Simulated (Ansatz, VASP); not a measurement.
# Cross-check of Hf29Si3O64 (random alloy of the tetragonal HfO2 with Si on Hf sites line, x = 0.0938) between VASP and Ansatz, part 2 of 2

Wanted: the spread between two codes on one cell, functional and k mesh. Of the first pair: The structure shown is the start of the Ansatz relaxation below; VASP solves that cell, so the two are compared at the walk's first step.

VASP 6.6.1 and Ansatz 0.2.0.

So far. Step 4 (Differences): The forces differ by 38 meV/Å r.m.s., which is 5.3 % of the r.m.s. force of 0.723 eV/Å (both taken over all components). Step 5 (Ansatz: relaxation, RPBE): This is the run of step 2 again, met here at its other cell.

### Step 6. VASP: single point, RPBE, relaxed cell, pair 2

Level of this step: RPBE; plane waves and PAW (Hf_pv, O, Si) (VASP).

The same cell, functional, mesh and smearing now go to VASP, with its own data sets.

The input, INCAR:

```
SYSTEM = Hf29Si3O64
PREC = Accurate
ENCUT = 600
EDIFF = 1E-06
NELM = 120
ISMEAR = -1
SIGMA = 0.025
LREAL = Auto
ALGO = Normal
GGA = RP
NBANDS = 416
LASPH = .TRUE.
LORBIT = 11
LWAVE = .FALSE.
LCHARG = .FALSE.
ISIF = 2
GGA_COMPAT = .FALSE.
EFERMI = MIDGAP
NCORE = 2
```

The input, POSCAR:

```
Hf29Si3O64
1.0
   10.7295710000     -0.6334980000      0.0145500000
   -0.6334980000     10.3026130000      0.0367540000
    0.0149890000      0.0378620000     10.3262010000
Hf O Si
29 64 3
Direct
    0.2616000000      0.3649300000      0.0974400000
    0.2334700000      0.1353800000      0.3503200000
    0.9819600000      0.1445700000      0.1420500000
    0.0185800000      0.3734400000      0.3990500000
    0.2736700000      0.3604400000      0.5992900000
    0.2343500000      0.1351700000      0.8480000000
    0.9868100000      0.1392400000      0.6425000000
    0.0005200000      0.3911100000      0.9037300000
    0.2597400000      0.8689800000      0.1045300000
    0.2312400000      0.6368900000      0.3512800000
    0.9767100000      0.6460200000      0.1470300000
    0.0128800000      0.8757400000      0.3984900000
    0.2678600000      0.8631500000      0.6042300000
    0.2350200000      0.6301800000      0.8465700000
    0.9814400000      0.6477400000      0.6532700000
    0.0036000000      0.8916300000      0.9076500000
    0.7642100000      0.1058200000      0.3865800000
    0.4914500000      0.1257700000      0.1436400000
    0.5222800000      0.3532400000      0.3843100000
    0.7637600000      0.3725600000      0.6102900000
    0.7426300000      0.1191600000      0.8733200000
    0.4936100000      0.1268400000      0.6435500000
    0.5188800000      0.3510400000      0.8904800000
    0.7196000000      0.6258000000      0.3449000000
    0.4734900000      0.6286700000      0.1269700000
    0.5149500000      0.8594800000      0.3899700000
    0.7482300000      0.6204800000      0.8797300000
    0.4940900000      0.6256900000      0.6392400000
    0.5146200000      0.8572900000      0.8923300000
    0.1743200000      0.9935600000      0.9856900000
[... 60 atom lines left out ...]
    0.9010500000      0.7482700000      0.8061400000
    0.5931100000      0.7016200000      0.9714500000
    0.6602500000      0.7716600000      0.7184800000
    0.7471500000      0.3775500000      0.1183600000
    0.7502100000      0.8804100000      0.1220500000
    0.7590600000      0.8725500000      0.6256000000
```

The input, KPOINTS:

```
Automatic mesh
0
Gamma
1 1 1
0 0 0
```

The projector-augmented-wave data sets are Hf_pv, O and Si (PBE family, release 64).

Launch:

```bash
> mpirun -np 8 vasp_gam
```

The program printed:

```text
[banner, memory and clock lines left out]
running    8 mpi-ranks, on    1 nodes
[...]
[... a notice as in an earlier step ...]

 LDA part: xc-table for (Slater+PW92), standard interpolation
 POSCAR, INCAR and KPOINTS ok, starting setup
[...]
entering main loop
       N       E                     dE             d eps       ncg     rms          rms(c)
DAV:   1     0.721822846948E+04    0.72182E+04   -0.47930E+05   832   0.195E+03
DAV:   2    -0.434303358246E+03   -0.76525E+04   -0.73635E+04  1032   0.515E+02
DAV:   3    -0.106565603194E+04   -0.63135E+03   -0.62729E+03   968   0.130E+02
DAV:   4    -0.107995234780E+04   -0.14296E+02   -0.14247E+02   984   0.210E+01
[...]
DAV:  17    -0.909763742494E+03   -0.72738E-05   -0.11547E-05   840   0.575E-03    0.954E-03
DAV:  18    -0.909763743970E+03   -0.14764E-05   -0.56847E-06   824   0.391E-03    0.889E-03
DAV:  19    -0.909763744801E+03   -0.83081E-06   -0.68561E-07   616   0.167E-03
   1 F= -.90976374E+03 E0= -.90976374E+03  d E =0.000000E+00
```

Parts of OUTCAR (step 6):

```text
  FREE ENERGIE OF THE ION-ELECTRON SYSTEM (eV)
  ---------------------------------------------------
  free  energy   TOTEN  =      -909.7637448009 eV

  energy  without entropy=     -909.7637448009  energy(sigma->0) =     -909.76374480
```

The run ends at a pressure of -2.98 GPa, with forces up to 0.15 eV/Å.

### Step 7. Comparison

What differs besides the data sets and the points named for the pairs above, as far as they apply: the data sets hold 1150 valence electrons in Ansatz (on its default PAW (the set named soft_2) files) and 686 in VASP; the cutoff is 420 eV in Ansatz and 600 eV in VASP (PREC = Accurate, projectors in real space). Total energies have different zeros and are not compared.

The two programs side by side:

| quantity | Ansatz | VASP | difference |
| --- | --- | --- | --- |
| pressure (GPa) | 0.00 | -2.98 | +2.98 |
| gap on the k mesh (eV) | 4.331 | 4.293 | +0.038 |

Forces on 7 of the 96 atoms, those with the largest forces and the largest differences (eV/Å; atoms numbered as in POSCAR):

| atom | Ansatz x, y, z | VASP x, y, z |
| --- | --- | --- |
| Hf24 | -0.002, 0.000, -0.001 | -0.109, -0.085, -0.041 |
| O62 | 0.000, -0.001, 0.000 | -0.055, 0.035, -0.117 |
| O65 | 0.000, 0.000, 0.000 | 0.027, 0.112, 0.069 |
| O70 | 0.000, 0.000, 0.000 | -0.022, 0.069, -0.122 |
| O78 | 0.001, -0.001, -0.001 | -0.058, 0.035, -0.130 |
| O81 | 0.001, -0.001, 0.000 | 0.016, 0.132, 0.048 |
| O90 | 0.000, 0.000, 0.000 | 0.111, -0.056, 0.001 |

The forces differ by 44 meV/Å r.m.s., where the r.m.s. force is 0.001 eV/Å in Ansatz and 0.044 eV/Å in VASP: the atoms lie near their places of rest in Ansatz, so a percentage would say little (all taken over all components). A gap on the mesh is an upper bound, since the band edges may lie between its points; neither run holds spin-orbit coupling, which can move the band edges of a compound of Hf.

### Step 8. What came out

| Item | Value |
| --- | --- |
| r.m.s. force difference (single point, RPBE, start cell, pair 1) | 5.3 % of the r.m.s. force |
| r.m.s. force difference (single point, RPBE, relaxed cell, pair 2) | 44 meV/Å |
| difference in pressure (single point, RPBE, relaxed cell, pair 2) | 3.0 GPa |

In words: The r.m.s. force difference is 44 meV/Å (single point, RPBE, relaxed cell, pair 2), beyond the 12 meV/Å picked in this series as the mark of a large difference. The data sets hold unlike numbers of valence electrons (1150 in Ansatz and 686 in VASP), so part of the differences may come from the potentials. What causes the difference of the single point, RPBE, start cell, pair 1 pair stays open here. By the marks of this series, far apart in the single point, RPBE, relaxed cell, pair 2 pair: the r.m.s. force difference, 44 meV/Å and the difference in pressure, 3.0 GPa. What causes the difference of the single point, RPBE, relaxed cell, pair 2 pair stays open here. How closely two codes agree says nothing of how well the functional describes the real material.

[Lines on the potential files, build, host, timing and source positions are cut from VASP's logs without a mark.]

[Logs are printed without paths, hosts, clocks, repeated set-up lines and the standing remarks that a program may print on its own settings, such as how far it seeks lower states.]

[Hosts, paths, dates, database ids (printed as entryN), source tags and the programs' standing remarks are cut or masked in the printed files.]
